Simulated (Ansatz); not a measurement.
## Si2Mo: Si on a Mo site

All numbers below come from DFT PBE, scalar-relativistic, plane waves, PAW (Ansatz). Run with 420 eV cutoff, 4×4×4 k-mesh, Gaussian smearing of 0.10 eV, no spin polarisation.

Host crystal, relaxed:

```xyz
3
Lattice="-1.6084 1.6084 3.9365 1.6084 -1.6084 3.9365 1.6084 1.6084 -3.9365" Properties=species:S:1:pos:R:3 pbc="T T T"
Si    0.0000    0.0000    2.6382
Si    0.0000    0.0000    5.2348
Mo    0.0000    0.0000    0.0000
```

Supercell of 27 atoms, rows in host cell vectors: -1 -1 0; 1 1 3; -2 1 0. Atoms relax at the host's cell, keeping the symmetry that the supercell leaves at the site. The cell is small, so energies carry finite-size errors of tenths of an eV. The host is a metal.

Defect: Si on a Mo site at (0.000, 0.000, 0.000) of the host cell, charge 0.

Problem. Give the relaxed supercell.

Solution.
```
Si Mo
1.0
     0.00000    0.00000   -7.87302
     4.82527    4.82527   -3.93651
     4.82527   -4.82527   -3.93651
Si Mo
19 8
Direct
  0.33618 0.99268 0.66667
  0.99927 0.00023 0.33356
  0.33618 0.33333 0.32601
  0.66590 0.33333 0.66667
  0.99553 0.67399 0.66667
  0.66617 0.00023 0.99977
  0.99553 0.33333 0.00732
  0.33306 0.66644 0.99977
  0.66617 0.66644 0.33356
  0.00447 0.99268 0.66667
  0.66694 0.00023 0.33356
  0.00447 0.33333 0.32601
  0.33410 0.33333 0.66667
  0.66382 0.67399 0.66667
  0.33383 0.00023 0.99977
  0.66382 0.33333 0.00732
  0.00073 0.66644 0.99977
  0.33383 0.66644 0.33356
  0.00000 0.33333 0.66667
  0.66610 0.33333 0.33446
  0.00000 0.66864 0.33136
  0.33390 0.66554 0.66667
  0.66610 0.00113 0.66667
  0.33390 0.33333 0.99887
  0.66469 0.66864 0.00198
  0.00000 0.99802 0.00198
  0.33531 0.99802 0.33136
```
Around the defect: 2 Si at 2.63 Å, 8 Si at 2.67 Å. The run ended with a moment of 0.00 μB (no spin polarisation).